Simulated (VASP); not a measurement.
Input of a VASP 6.6.1 run:

Contents of INCAR:

```
SYSTEM = Cs
  ALGO = Normal
  EDIFF = 1E-6
  ENCUT = 520
  GGA = PS
  ISIF = 2
  ISMEAR = -1
  LASPH = .True.
  LCHARG = .False.
  LREAL = .False.
  LWAVE = .False.
  NBANDS = 16
  NELM = 100
  PREC = Accurate
  SIGMA = 0.1
```

The input KPOINTS:

```
k-points
0
Gamma
  8 8 4
  0 0 0
```

The input POSCAR:

```
Cs
1.0
    5.3854752340      0.0000000000      0.0000000000
   -2.6927376170      4.6639583641      0.0000000000
    0.0000000000      0.0000000000      8.7944810571
Cs
2
Direct
    0.3333333333      0.6666666667      0.2500000000
    0.6666666667      0.3333333333      0.7500000000
```

Potentials or basis: VASP PAW PBE potentials, release 64 (Cs_sv).

Command:

```bash
$ cat potpaw_PBE.64/Cs_sv/POTCAR > POTCAR
$ mpirun -np 1 vasp_std > vasp.out
```

(1) Estimate the pressure.

(2) Estimate the band gap on the k mesh.

## Answers

(1) 0.0 GPa.

(2) none (metal or under the smearing width).

Caveat: the PAW data sets were made with another functional, which shifts forces and pressure a little.
